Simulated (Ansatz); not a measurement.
input.yaml (Ansatz)

```yaml
crystal:
  lattice:
    - [4.5505460611, 0.0, 0.0]
    - [-2.2752730306, 3.94088849, 0.0]
    - [0.0, 0.0, 2.6989711876]
  atoms:
    - { symbol: Pd, position: [1.0, 1.0, 0.0], spin: 0.5 }
    - { symbol: Pd, position: [0.3333333333, 0.6666666667, 0.5], spin: 0.5 }
    - { symbol: Pd, position: [0.6666666667, 0.3333333333, 0.5], spin: 0.5 }
hamiltonian:
  xc: rpbe
  pseudopotentials:
    kind: paw
    azcp:
      Pd: "pseudopotentials/Pd.paw.azcp"
basis:
  ecutwfc: 420
  fft_grid_basis: typed
kpoints:
  mp_grid: { grid: [11, 11, 15], shift: [0, 0, 0] }
magnetization:
  spin_polarized: true
scf:
  occupations: { method: fermi_dirac, width: 0.05 }
```

and its output:

```
Engine: ansatz 0.2.0, x86_64-unknown-linux-gnu
Pseudopotentials: kind: paw
Pseudopotential: Pd, paw, valence charge 18, recommended cutoff 420 eV (normal) 
Functional definition: RPBE
  parameter kappa = 0.804
  parameter beta = 0.06672455060314922
  exchange = rpbe_x(kappa = kappa, mu = beta*pi^2/3)
  correlation = pbe_c(beta = beta)
Crystal: 3 atoms, lattice volume = 48.401 Å³
Basis set: ecut = 420 eV, 951 PW (Γ)
Bands: 34, of which v1, the nominal top of the filled ones, is band 27 counted from 1 (26 counted from 0)
Symmetry: 24 space group operations
Space group: P6/mmm (ITA 191), of the structure as read, at distance tolerance 3.6e-5 Å
Magnetic group: BNS 191.233 (UNI 1463), of the structure as read, at distance tolerance 3.6e-5 Å
k-points: 128 of 1815
Non-local potential: Pd, projectors of the file, l = 0: 2, l = 1: 2, l = 2: 2, l = 3: 1
PAW form: soft (Blöchl's): semilocal exchange-correlation on the pseudo side does not see the compensation charge
PAW frozen core: Pd, regenerated for the run's functional, and the local potential with it (the file was generated under x = pbe(κ = 0.804, μ = 0.2195149727645171), c = pbe(β = 0.06672455060314922))
PAW one-centre angular grid: Pd, 590 points (default); XC on 64 Gauss nodes
Initial density: superposition of atomic densities (chi_scale 0.1, normalization cell)
Starting moments: Σ|m| = 1.5 μB on 3 of 3 sites
Initial wavefunctions: pseudopotential atomic-orbital guess
Functional: x = rpbe, c = pbe(β = 0.06672455060314922)
SCF iter   1: F=—  HF=-20943.806722 eV  |F-HF|=—  |Δ(HF+E_count)|=         —  Δρ=7.92e-2 (↑7.92e-2 ↓6.23e-2)  dr2=9.91e0  dr2_m=7.13e-2  M=1.005 μB ∫|m|=1.023 μB  β_m=0.30  ethr=3.10e-3  ⟨swp⟩=5.8  Hψ=33784  notcnv=0  defer=48
spin=Collinear: Kerker preconditioning applied to the charge; magnetization (m = ρ↑ − ρ↓) channel mixes plain (no charge-response kernel on spin).
SCF iter   2: F=—  HF=-20942.165533 eV  |F-HF|=—  |Δ(HF+E_count)|=    1.64e0  Δρ=4.67e-2 (↑4.67e-2 ↓3.56e-2)  dr2=3.31e0  dr2_m=4.10e-2  M=0.945 μB ∫|m|=0.978 μB  β_m=0.30  ethr=3.10e-3  ⟨swp⟩=2.0  Hψ=15410  notcnv=0  defer=286
spin-set hold released at iteration 2 (site moments show no strong build): the magnetisation degrees of freedom join the quasi-Newton model from the next iteration; the mixer history was kept
SCF iter   3: F=—  HF=-20941.409474 eV  |F-HF|=—  |Δ(HF+E_count)|=   7.56e-1  Δρ=1.82e-2 (↑1.38e-2 ↓1.82e-2)  dr2=1.66e-1  dr2_m=2.89e-2  M=0.859 μB ∫|m|=0.902 μB  β_m=0.30  ethr=3.10e-3  ⟨swp⟩=2.0  Hψ=13685  notcnv=0  defer=286
SCF iter   4: F=—  HF=-20941.418503 eV  |F-HF|=—  |Δ(HF+E_count)|=   9.03e-3  Δρ=1.18e-2 (↑8.53e-3 ↓1.18e-2)  dr2=5.80e-2  dr2_m=2.00e-2  M=0.841 μB ∫|m|=0.882 μB  β_m=0.48  ethr=3.08e-4  ⟨swp⟩=2.0  Hψ=12049  notcnv=0  defer=307
...
SCF iter  13: F=—  HF=-20941.443644 eV  |F-HF|=—  |Δ(HF+E_count)|=   1.48e-6  Δρ=2.36e-5 (↑2.36e-5 ↓2.19e-5)  dr2=5.55e-7  dr2_m=7.96e-8  M=0.016 μB ∫|m|=0.017 μB  β_m=1.00  ethr=5.85e-9  ⟨swp⟩=2.0  Hψ=13892  notcnv=0  defer=307
SCF iter  14: F=—  HF=-20941.443644 eV  |F-HF|=—  |Δ(HF+E_count)|=   1.58e-7  Δρ=1.44e-5 (↑1.44e-5 ↓1.08e-5)  dr2=2.21e-7  dr2_m=4.00e-8  M=0.012 μB ∫|m|=0.013 μB  β_m=1.00  ethr=1.03e-9  ⟨swp⟩=2.3  Hψ=13950  notcnv=0  defer=307
SCF iter  15: F=—  HF=-20941.443645 eV  |F-HF|=—  |Δ(HF+E_count)|=   2.77e-7  Δρ=8.69e-6 (↑8.69e-6 ↓5.20e-6)  dr2=4.08e-8  dr2_m=8.30e-9  M=0.005 μB ∫|m|=0.005 μB  β_m=1.00  ethr=1.85e-10  ⟨swp⟩=3.0  Hψ=20351  notcnv=0
SCF iter  16: F=—  HF=-20941.443645 eV  |F-HF|=—  |Δ(HF+E_count)|=   3.56e-8  Δρ=2.51e-6 (↑2.51e-6 ↓1.83e-6)  dr2=2.72e-9  dr2_m=1.35e-9  M=-0.002 μB ∫|m|=0.002 μB  β_m=1.00  ethr=7.55e-11  ⟨swp⟩=3.0  Hψ=20864  notcnv=0
SCF iter  17: F=—  HF=-20941.443645 eV  |F-HF|=—  |Δ(HF+E_count)|=   6.49e-9  Δρ=1.35e-6 (↑1.35e-6 ↓9.44e-7)  dr2=1.45e-9  dr2_m=1.87e-10  M=-0.001 μB ∫|m|=0.001 μB  β_m=1.00  ethr=5.04e-12  ⟨swp⟩=3.0  Hψ=20149  notcnv=0
SCF iter  18: F=-20941.443645 eV  HF=-20941.443645 eV  |F-HF|=7.28e-12  |Δ(HF+E_count)|=  9.39e-10  Δρ=1.61e-7 (↑1.27e-7 ↓1.61e-7)  dr2=1.07e-11  dr2_m=4.36e-12  M=-0.000 μB ∫|m|=0.000 μB  ethr=2.69e-12  ⟨swp⟩=3.0  Hψ=20026  notcnv=0
SCF 1 converged in 18 iterations: F = -20941.443645 eV  dr2 = 1.07e-11
WARN: the starting moments were not kept: the SCF closed with an absolute magnetisation of 3.1e-5 μB, where they sum to 1.5 μB in size (3 sites). That is at most 0.1 of that sum. Measured as dr2_m measures the in/out step, that magnetisation stands 2.6e-10 eV from none, at or under the dr2_threshold of 1.0e-7 eV: it is no larger than a step whose dr2_m would equal this threshold. The system may hold no moment; this SCF shows only that its start led to no more than that. To try another start: raise the starting moments (crystal.atoms[].spin, magnetization.per_species, magnetization.initial_magnetization, or on a non-collinear deck that types none of these the spinor_matrix: blocks that start its atoms; where the total moment is fixed, keep their sum and leave initial_magnetization as it is; typed ones take the place of any that the run laid by itself, positive ones on a crystal's lanthanoids without a Hubbard term where scf.initial_density.shell_occupations: [] is typed) or, if the notice of its spin-set hold's release reads "site moments contracting" or "site moments show no strong build", lengthen the hold (scf.mixing.spin_hold: { on: { confirm: 4 } }; for m-r²SCAN on two components see the key's manual first). Each may lead to a state that holds a moment. A second SCF, from the converged charge density, with the starting moments and any scf.initial_density.shell_occupations laid on it anew, would have followed, and was not run: the deck does not ask for one (magnetization.retry_lost_moments is false, the default). To let it run, set magnetization.retry_lost_moments: true and run the deck again, where that key's refused combinations let it; where memory then withholds it, that run's warning says so.
SCF converged after 18 iterations
Magnetization: -0.0000 μB (27.0000 up, 27.0000 down)
Absolute magnetization: 0.0000 μB (∫|ρ↑−ρ↓|, with the PAW one-centre terms)
Spin contamination: 0.0000 ħ² per cell (⟨S²⟩ above its minimum at these occupations)
Per-site moments (μB) at R_I (Å): [(-1.3855517368750689e-5, 1.1133256148850001), (-8.138951464533855e-6, 1.0837443347505242), (-8.13895146433423e-6, 1.0837443347505242)]
Free energy (F): -20941.443645 eV
Harris-Foulkes:  -20941.443645 eV  (|F-HF|=7.28e-12)
Internal energy: -20941.386647 eV  (E = F + TS)
E sigma→0 (E₀):  -20941.415146 eV
Entropy (-TS):   -0.056998 eV (-18.999 meV/atom)
Fermi energy:    17.651352 eV
--- Per-component energies (eV) ---
  E_band       = -509.053111
  E_kinetic    = 1538.910127
  E_local      = -5649.458549  (includes V_loc(G=0)·N_el)
  E_nonlocal   = 650.033688
  E_hartree    = 2285.625491
  E_xc         = -504.967833
  E_vxc        = -632.304785  (∫ρ·V_xc dr)
  E_paw        = -11274.167560  (= ΣΔE_a)
  E_vpaw       = -987.485161  (= ΣTr[D̂ρ^β])
  E_aug_tail   = 0.000628  (compensation charges beyond the density's cutoff)
  E_ewald      = -7987.036114
  E_core_change = -0.326524  (= ΣΔE_core)
  E_smearing   = -0.056998  (= −TS)
  E_closure    = 0.000000  (closes the sum)
  Σ components = -20941.443645   (vs F -20941.443645, Δ=0.00e0)
```
